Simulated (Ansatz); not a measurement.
Au (dhcp type), DFT, PBE, PAW with other files of Ansatz's library (core large), scalar-relativistic (Ansatz 0.2.0), on 1 thread of Arm Neoverse V1 (shared host).

Command: `ansatz run input.yaml --threads 1 --pin off --max-ram 3072MiB --backend cpu --events-out ev --progress --plain --runs-dir out`

```yaml
crystal:
  lattice:
    - [2.1620267219, 0.0, 0.0]
    - [-1.0810133609, 1.8723700649, 0.0]
    - [0.0, 0.0, 7.1139694829]
  atoms:
    - { symbol: Au, position: [0.0, 0.0, 0.0] }
    - { symbol: Au, position: [0.0, 0.0, 0.5] }
    - { symbol: Au, position: [0.3333333333, 0.6666666667, 0.25] }
    - { symbol: Au, position: [0.6666666667, 0.3333333333, 0.75] }
kpoints:
  mp_grid: { grid: [12, 12, 4] }
scf:
  occupations: { method: fermi_dirac, width: 0.1 }
hamiltonian:
  xc: pbe
  pseudopotentials: { kind: paw, core: large }
output:
  forces: true
  stress: true
  eigenvalues: true
  write_density: true
  write_potential: true
  elf: true
  volumetric_format: npy
```

Q: How large is the problem that the program sets up?

A: 57 irreducible k-points, 587 plane waves at Γ, 27 bands.

Q: About how long does it take?

A: 8.4 s of wall time for 7 SCF iterations. Times on shared machines scatter by tens of per cent.
